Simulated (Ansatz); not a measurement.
Crystal: AlPt.

```
CELL_PARAMETERS angstrom
4.87893 0.00000 0.00000
0.00000 4.87893 0.00000
0.00000 0.00000 4.87893
ATOMIC_POSITIONS crystal
Pt 0.84494 0.65506 0.34494
Pt 0.65506 0.34494 0.84494
Pt 0.34494 0.84494 0.65506
Pt 0.15506 0.15506 0.15506
Al 0.15597 0.34403 0.65597
Al 0.34403 0.65597 0.15597
Al 0.65597 0.15597 0.34403
Al 0.84403 0.84403 0.84403
```

The cell is a database's computed one.

Base run:

```yaml
Program: Ansatz 0.2.0
Functional: PBEsol
Potentials_or_basis: Ansatz PAW
Cutoff: 420 eV
Density_cutoff: 1680 eV
k_mesh: 5 × 5 × 5
Occupations: fermi-dirac, width 0.05 eV
Spin: no spin polarisation
Hubbard_terms: Pt d U = 4 eV
```

Its results: band gap on the k mesh none (metal or under the smearing width); pressure -0.8 GPa; largest force 0.023 eV/Å.

Q: The run is repeated on the same cell with these changes: hubbard terms from Pt d U = 4 eV to none; hubbard projectors from ortho-atomic (the default) to none. What comes out?

A: Band gap on the k mesh none (metal or under the smearing width); pressure -1.2 GPa; largest force 0.053 eV/Å.

Caveats: the PAW data sets come from PBE, with cores solved anew for the run's functional, which leaves a small shift of forces and pressure; U without spin polarisation on a metal has little footing (some runs); the U is typed as a test and isn't derived for this compound (some runs).

Not every run made on this cell is shown here.
